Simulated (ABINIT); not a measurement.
# Bi (C2/m) in ABINIT: optical spectrum with LDA

Aim: the optical spectrum of Bi with LDA.

Program: ABINIT 10.8.3 (patched build). These are calculated values, not measurements. Logs are shortened: lines on timing, memory, paths and dates and some standing lists are left out, and cuts for length are marked. The log counts tension as positive stress, the text compression.

## 1. The cell of the first run

It takes space group C2/m (No. 12, monoclinic). The conventional cell has a = 7.069 Å, b = 6.348 Å, c = 3.403 Å, α = 90.00°, β = 112.04°, γ = 90.00°. Around Bi (site symmetry m) lie 6 Bi at 3.25 to 3.49 Å.

This isn't the form of Bi at room conditions, which is rhombohedral.

## 2. Optical spectrum, LDA (volume scaled by 1.04)

run.abi

```
# Datasets
ndtset 3

# Pseudopotentials
pp_dirpath "./"
pseudos "Bi.hgh"

# Structure
structure "poscar:POSCAR"
natom 2
chkprim 0
chksymtnons 0
tolsym 1.0e-6

# Plane-wave basis
ecut 14.0

# k points
ngkpt 10 10 16
nshiftk 1
shiftk 0.0 0.0 0.0
istwfk *1

# Exchange and correlation
ixc 7

# Bands and occupations
occopt 7
tsmear 0.00734986

# SCF cycle
nstep 80

# Output
iomode 3
prteig 0
prtebands 0

# Dataset 1: ground state
nband1 9
tolvrs1 1.0e-12
prtden1 1
prtwf1 0
kptopt1 1

# Dataset 2: empty bands at fixed density
iscf2 -3
getden2 1
nband2 17
nbdbuf2 4
tolwfr2 1.0e-12
nstep2 120
prtden2 0
kptopt2 1

# Dataset 3: wave functions and velocity matrix elements in the full zone
optdriver3 8
wfk_task3 "wfk_optics_fullbz"
getwfk3 2
nband3 13
kptopt3 1
prtevk3 1
inclvkb3 2
```

POSCAR

```
Bi
1.0
    3.5345058698     -3.1738008589      0.0000000000
    3.5345058698      3.1738008589      0.0000000000
   -1.2768189413      0.0000000000      3.1545224618
Bi
2
Direct
    0.7530610000      0.7530610000      0.8573820000  Bi
    0.2469390000      0.2469390000      0.1426180000  Bi
```

optic.abi

```
&FILES
 ddkfile_1 = 'runo_DS3_1_EVK.nc',
 ddkfile_2 = 'runo_DS3_2_EVK.nc',
 ddkfile_3 = 'runo_DS3_3_EVK.nc',
 wfkfile = 'runo_DS3_WFK.nc'
/
&PARAMETERS
 broadening = 0.003675,
 domega = 0.002,
 maxomega = 0.8,
 scissor = 0.000000,
 tolerance = 0.002
/
&COMPUTATIONS
 num_lin_comp = 3,
 lin_comp = 11,22,33,
 num_nonlin_comp = 0
/
```

Potentials or basis: HGH LDA.

On the command line:

```console
$ abinit run.abi > log 2>&1
$ optic optic.abi > optic.log 2>&1
```

run.abo:

```text
.Version 10.8.3 of ABINIT
 DATASET    1 : space group C2/m (# 12); Bravais mC (1-face-center monocl.)
================================================================================
 Values of the parameters that define the memory need for DATASET  1.
     intxc =       0    ionmov =       0      iscf =       7    lmnmax =       6
     lnmax =       6     mgfft =      32  mpssoang =       3    mqgrid =    3001
     natom =       2  nloc_mem =       1    nspden =       1   nspinor =       1
    nsppol =       1      nsym =       4    n1xccc =       0    ntypat =       1
    occopt =       7   xclevel =       1
       mpw =        1211          nfft =       24576          nkpt =         447
================================================================================
================================================================================
[... 13 lines left out ...]
 DATASET    3 : space group C2/m (# 12); Bravais mC (1-face-center monocl.)
================================================================================
 Values of the parameters that define the memory need for DATASET  3.
     intxc =       0    ionmov =       0      iscf =       7    lmnmax =       6
     lnmax =       6     mgfft =      32  mpssoang =       3    mqgrid =    3001
     natom =       2  nloc_mem =       1    nspden =       1   nspinor =       1
    nsppol =       1      nsym =       4    n1xccc =       0    ntypat =       1
    occopt =       7   xclevel =       1
       mpw =        1211          nfft =       24576          nkpt =         447
================================================================================
================================================================================

--------------------------------------------------------------------------------
------------- Echo of variables that govern the present computation ------------
--------------------------------------------------------------------------------
 -outvars: echo values of preprocessed input variables --------
            acell      1.0000000000E+00  1.0000000000E+00  1.0000000000E+00 Bohr
              amu      2.08980370E+02
          chkprim           0
      chksymtnons           0
             ecut      1.40000000E+01 Hartree
           getden1          0
           getden2          1
           getden3          0
           getwfk1          0
           getwfk2          0
           getwfk3          2
             iscf1          7
             iscf2         -3
             iscf3          7
                       outvar_i_n : Printing only first  50 k-points.
              ixc           7
           jdtset        1    2    3
                       outvar_i_n : Printing only first  50 k-points.
         kptrlatt       10    0    0      0   10    0      0    0   16
          kptrlen      8.97684429E+01
            natom           2
            nband1          9
            nband2         17
            nband3         13
           nbdbuf1          0
           nbdbuf2          4
           nbdbuf3          0
           ndtset           3
            ngfft          32      32      24
             nkpt         447
            nstep1         80
            nstep2        120
            nstep3         80
             nsym           4
           ntypat           1
                       prtocc : prtvol=0, do not print more k-points.
                       prtocc : prtvol=0, do not print more k-points.
                       prtocc : prtvol=0, do not print more k-points.
           occopt           7
        optdriver1          0
        optdriver2          0
        optdriver3          8
           prtden1          1
           prtden2          0
           prtden3          1
        prtebands           0
           prteig           0
           prtevk1          0
           prtevk2          0
           prtevk3          1
            prtwf1          0
            prtwf2          1
            prtwf3          1
            rprim      6.6792480843E+00 -5.9976144015E+00  0.0000000000E+00
                       6.6792480843E+00  5.9976144015E+00  0.0000000000E+00
                      -2.4128381114E+00  0.0000000000E+00  5.9611835108E+00
          spgroup          12
           tolsym      1.00000000E-06
           tolvrs1     1.00000000E-12
           tolvrs2     0.00000000E+00
           tolvrs3     0.00000000E+00
           tolwfr1     0.00000000E+00
           tolwfr2     1.00000000E-12
           tolwfr3     0.00000000E+00
           tsmear      7.34986000E-03 Hartree
            typat      1  1
         wfk_task1          0
         wfk_task2          0
         wfk_task3          7
                       outvars : Printing only first  50 k-points.
           xangst      4.2286754721E+00  1.4497509277E-16  2.7046307773E+00
                       1.5635173262E+00 -2.7754458197E-17  4.4989168446E-01
            xcart      7.9910385176E+00  2.7396322041E-16  5.1110114409E+00
                       2.9546195396E+00 -5.2448324766E-17  8.5017206995E-01
             xred      7.5306100000E-01  7.5306100000E-01  8.5738200000E-01
                       2.4693900000E-01  2.4693900000E-01  1.4261800000E-01
            znucl       83.00000

================================================================================

 chkinp: Checking input parameters for consistency, jdtset=   1.

 chkinp: Checking input parameters for consistency, jdtset=   2.
[... 6 lines left out ...]
--- !DatasetInfo
iteration_state: {dtset: 1, }
dimensions: {natom: 2, nkpt: 447, mband: 9, nsppol: 1, nspinor: 1, nspden: 1, mpw: 1211, }
cutoff_energies: {ecut:  14.0, pawecutdg:  -1.0, }
[... 173 lines left out ...]
 R(1)=  6.6792481 -5.9976144  0.0000000  G(1)=  0.0748587 -0.0833665  0.0302997
 R(2)=  6.6792481  5.9976144  0.0000000  G(2)=  0.0748587  0.0833665  0.0302997
 R(3)= -2.4128381  0.0000000  5.9611835  G(3)=  0.0000000  0.0000000  0.1677519
 Unit cell volume ucvol=  4.7760471E+02 bohr^3
 Angles (23,13,12)=  1.06210145E+02  1.06210145E+02  8.38443507E+01 degrees

 getcut: wavevector=  0.0000  0.0000  0.0000  ngfft=  32  32  24
         ecut(hartree)=     14.000   => boxcut(ratio)=   2.11733
--------------------------------------------------------------------------------

================================================================================

--- !BeginCycle
iteration_state: {dtset: 2, }
solver: {iscf: -3, nstep: 120, nline: 4, wfoptalg: 0, }
tolerances: {tolwfr: 1.00E-12, }
...

     iter   Etot(hartree)      deltaE(h)  residm     vres2
 Non-SCF case, kpt    1 (  0.00000  0.00000  0.00000), residuals and eigenvalues=
  2.92E-13  4.25E-13  4.80E-13  2.36E-13  3.07E-13  1.12E-13  2.74E-13  5.39E-13
  3.76E-13  2.33E-13  1.32E-13  1.35E-13  1.24E-13  3.55E-13  2.37E-13  5.29E-13
  4.05E-13
 -4.2863E-01 -2.9692E-01 -6.3428E-02 -5.3487E-02  1.5136E-01  1.5262E-01
  1.7552E-01  1.8605E-01  1.9136E-01  2.8632E-01  3.4435E-01  3.6581E-01
  3.8710E-01  4.4314E-01  4.4509E-01  4.5803E-01  4.7324E-01
 prteigrs : prtvol=0 or 1, do not print more k-points.

--- !ResultsGS
iteration_state: {dtset: 2, }
comment   : Summary of ground state results
lattice_vectors:
- [  6.6792481,  -5.9976144,   0.0000000, ]
- [  6.6792481,   5.9976144,   0.0000000, ]
- [ -2.4128381,   0.0000000,   5.9611835, ]
lattice_lengths: [   8.97684,    8.97684,    6.43098, ]
lattice_angles: [106.210, 106.210,  83.844, ] # degrees, (23, 13, 12)
lattice_volume:   4.7760471E+02
convergence: {deltae:  0.000E+00, res2:  0.000E+00, residm:  9.999E-13, diffor:  0.000E+00, }
etotal    :  -1.12324808E+01
entropy   :   0.00000000E+00
fermie    :   4.16229512E-02
cartesian_stress_tensor: null
pressure_GPa: null
xred      :
- [  7.5306E-01,   7.5306E-01,   8.5738E-01, Bi]
- [  2.4694E-01,   2.4694E-01,   1.4262E-01, Bi]
cartesian_forces: null
force_length_stats: {min: null, max: null, mean: null, }
...

 Integrated electronic density in atomic spheres:
 ------------------------------------------------
 Atom  Sphere_radius  Integrated_density
    1        2.00000          1.42475074
    2        2.00000          1.42475074
================================================================================

 ----iterations are completed or convergence reached----

 Mean square residual over all n,k,spin=   38.673E-14; max=  99.987E-14
 reduced coordinates (array xred) for    2 atoms
       0.753061000000      0.753061000000      0.857382000000
       0.246939000000      0.246939000000      0.142618000000

 cartesian coordinates (angstrom) at end:
    1      4.22867547210524     0.00000000000000     2.70463077734301
    2      1.56351732619476    -0.00000000000000     0.44989168445699
 length scales=  1.000000000000  1.000000000000  1.000000000000 bohr
              =  0.529177210544  0.529177210544  0.529177210544 angstroms
 Eigenvalues (hartree) for nkpt= 447  k points:
 kpt#   1, nband= 17, wtk=  0.00063, kpt=  0.0000  0.0000  0.0000 (reduced coord)
  -0.42863   -0.29692   -0.06343   -0.05349    0.15136    0.15262    0.17552    0.18605
   0.19136    0.28632    0.34435    0.36581    0.38710    0.44314    0.44509    0.45803
   0.47324
      occupation numbers for kpt#   1
   2.00000    2.00000    2.00000    2.00000    0.00000    0.00000    0.00000    0.00000
   0.00000    0.00000    0.00000    0.00000    0.00000    0.00000    0.00000    0.00000
   0.00000
 prteigrs : prtvol=0 or 1, do not print more k-points.

--- !EnergyTerms
iteration_state     : {dtset: 2, }
comment             : Components of total free energy in Hartree
kinetic             :  3.25660190792832E+00
hartree             :  3.91024955705132E-01
xc                  : -2.65717292738507E+00
Ewald energy        : -1.15128008827761E+01
psp_core            :  1.45705076706402E+00
local_psp           : -2.24363058104955E+00
non_local_psp       :  7.73399186692785E-02
internal            : -1.12315868418440E+01
'-kT*entropy'       : -8.93962691925796E-04
total_energy        : -1.12324808045359E+01
...

--- !EnergyTermsDC
iteration_state     : {dtset: 2, }
comment             : '"Double-counting" decomposition of free energy'
band_energy         : -1.59097243939028E+00
Ewald energy        : -1.15128008827761E+01
psp_core            :  1.45705076706402E+00
xc_dc               :  4.15135679560497E-01
internal            : -1.12315868755419E+01
'-kT*entropy'       : -8.93962691925796E-04
total_energy_dc     : -1.12324808382338E+01
...

================================================================================
== DATASET  3 ==================================================================

--- !DatasetInfo
iteration_state: {dtset: 3, }
dimensions: {natom: 2, nkpt: 447, mband: 13, nsppol: 1, nspinor: 1, nspden: 1, mpw: 1211, }
cutoff_energies: {ecut:  14.0, pawecutdg:  -1.0, }
electrons: {nelect:   1.00000000E+01, charge:   0.00000000E+00, occopt:   7.00000000E+00, tsmear:   7.34986000E-03, }
meta: {optdriver: 8, wfk_task: 7, }
...

 mkfilename : getwfk/=0, take file _WFK from output of DATASET   2.

 Exchange-correlation functional for the present dataset will be:
  LDA: Perdew-Wang 92 LSD fit to Ceperley-Alder data - ixc=7
  J.P.Perdew and Y.Wang, PRB 45, 13244 (1992)

--------------------------------------------------------------------------------

 Computation of velocity matrix elements (DDK)

 Parameters extracted from the Abinit header:
    ecut:     14.0
    nkpt:    1600
    mband:   17
    nsppol:  1
    nspinor: 1
    useylm:  0
    inclvkb: 2
    bmin: 1, bmax: 17
    Computing diagonal and off-diagonal matrix elements
    Between band index bmin: 1, bmax: 17

== END DATASET(S) ==============================================================
================================================================================

 -outvars: echo values of variables after computation  --------
            acell      1.0000000000E+00  1.0000000000E+00  1.0000000000E+00 Bohr
           etotal1    -1.1232480838E+01
           etotal2    -1.1232480838E+01
           etotal3     0.0000000000E+00
            fcart1     2.5908825326E-03 -1.9512033305E-20  2.0116129626E-03
                      -2.5908825326E-03  1.9512033305E-20 -2.0116129626E-03
            fcart3     0.0000000000E+00  0.0000000000E+00  0.0000000000E+00
                       0.0000000000E+00  0.0000000000E+00  0.0000000000E+00
            rprim      6.6792480843E+00 -5.9976144015E+00  0.0000000000E+00
                       6.6792480843E+00  5.9976144015E+00  0.0000000000E+00
                      -2.4128381114E+00  0.0000000000E+00  5.9611835108E+00
           strten1     1.7951801278E-04  1.8723662453E-04  1.7436941651E-04
                       0.0000000000E+00  1.0026709024E-05  0.0000000000E+00
           strten3     0.0000000000E+00  0.0000000000E+00  0.0000000000E+00
                       0.0000000000E+00  0.0000000000E+00  0.0000000000E+00
           xangst      4.2286754721E+00  1.4497509277E-16  2.7046307773E+00
                       1.5635173262E+00 -2.7754458197E-17  4.4989168446E-01
             xred      7.5306100000E-01  7.5306100000E-01  8.5738200000E-01
                       2.4693900000E-01  2.4693900000E-01  1.4261800000E-01
 Calculation completed.
```

Wall time 3.1 min (1 thread of Intel Xeon Platinum 8375C at 2.90GHz (Ice Lake), shared host); peak memory 0.64 GiB.

What came out:

```yaml
Free_energy: -305.6514 eV
Pressure: -5.3 GPa
Largest_force: 0.169 eV/Å
Band_gap_on_the_k_mesh: none (metal or under the smearing width)
```

Forces on the atoms (eV/Å):
```
Bi   0.133  0.000  0.103
Bi  -0.133  0.000 -0.103
```

Dielectric function (mean over the directions given):
```
energy (eV)  real part  imaginary part
       0.33      21.01           60.91
       0.98       6.24           14.70
       1.63       4.00           16.58
       2.29      -1.85           10.26
       2.94      -0.20            6.81
       3.70       0.24            7.90
       4.35      -2.64            4.31
       5.01      -1.28            2.49
       5.66       0.29            2.98
       6.31      -0.56            2.85
       7.08      -0.65            2.05
       7.73      -0.50            1.54
       8.38      -0.27            1.52
       9.03      -0.26            1.17
       9.69      -0.01            1.14
      10.45       0.06            0.99
      11.10       0.20            1.02
      11.76       0.07            0.97
      12.41       0.04            0.92
      13.06       0.02            0.84
      13.82      -0.06            0.61
      14.48       0.03            0.51
      15.13       0.04            0.44
      15.78       0.03            0.36
      16.44       0.11            0.20
      17.20       0.23            0.11
      17.85       0.32            0.07
      18.50       0.39            0.05
      19.16       0.45            0.03
      19.92       0.52            0.02
```

Caveat: the intraband (Drude) term is left out; spectra need much finer meshes, so this one isn't converged; independent-particle spectra lack excitons; spin-orbit coupling is left out, which moves the levels of the heavy elements; HGH potentials are hard and often keep d shells in the core, so these values are rough.
